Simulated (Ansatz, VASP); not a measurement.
## Fe: VASP beside Ansatz

```
Fe
1.0
     4.24764    0.00000    0.00000
    -2.12382    3.67857    0.00000
     0.00000    0.00000    2.41010
Fe
3
Direct
  0.00000 0.00000 0.00000
  0.33333 0.66667 0.50000
  0.66667 0.33333 0.50000
```

This isn't the form of Fe at room conditions, which is bcc.

Alike in both runs: task single point; functional BLYP; k mesh 11 × 11 × 17; occupations fermi-dirac, width 0.05 eV; collinear spin.

|  | VASP | Ansatz |
| --- | --- | --- |
| version | VASP 6.6.1 | Ansatz 0.2.0 |
| potentials or method | VASP PAW PBE potentials, release 64 (Fe) | plane waves (420 eV) with PAW, scalar-relativistic |
| plane-wave cutoff (eV) | 520 | 420 |
| valence electrons in the cell | 24 | 48 |

```csv
,VASP,Ansatz,Ansatz less VASP
net moment per atom (μB),2.51,2.51,-0.003
size of the moment on the site where the two differ most (μB),2.59,2.61,+0.021
```

Site moments also hang on the region over which each program counts them. The two sets of potentials don't hold the same shells in valence.
